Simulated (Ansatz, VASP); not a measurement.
**One calculation of LiF, two programs**

```xyz
4
Lattice="3.0609 0.0153 0.0000 -1.5172 2.6432 0.0000 0.0000 0.0000 4.8073" Properties=species:S:1:pos:R:3 pbc="T T T"
Li    0.0088    1.7672    1.8323
Li    1.5349    0.8913    4.2360
F     0.0088    1.7672    4.7777
F     1.5349    0.8913    2.3741
```

Change from the starting cell: strain +0.0100 x Voigt [0, 0, 0, 0, 0, 1], atoms carried along.

Alike in both runs: task single point; functional LDA; k mesh 9 × 9 × 6; occupations gaussian, width 0.05 eV; no spin polarisation.

|  | VASP | Ansatz |
| --- | --- | --- |
| version | VASP 6.6.1 | Ansatz 0.2.0 |
| potentials or method | VASP PAW LDA potentials, release 64 (Li_sv, F) | scalar-relativistic, plane waves, PAW |
| plane-wave cutoff (eV) | 520 | 420 |
| valence electrons in the cell | 20 | 20 |

VASP gave:

* gap on the k mesh at the Fermi level (eV): 7.59
* least direct gap on the mesh (eV): 7.59
* rms of the force components (eV/Å): 0.017

Question: Estimate Ansatz's values.

Answer: gap on the k mesh at the Fermi level (eV): 7.60; least direct gap on the mesh (eV): 7.60; rms of the force components (eV/Å): 0.017.

Atom by atom the forces differ by 0.001 eV/Å (rms over components).

Caveats: an odd mesh through Γ misses points on the zone boundary, where band edges often lie.
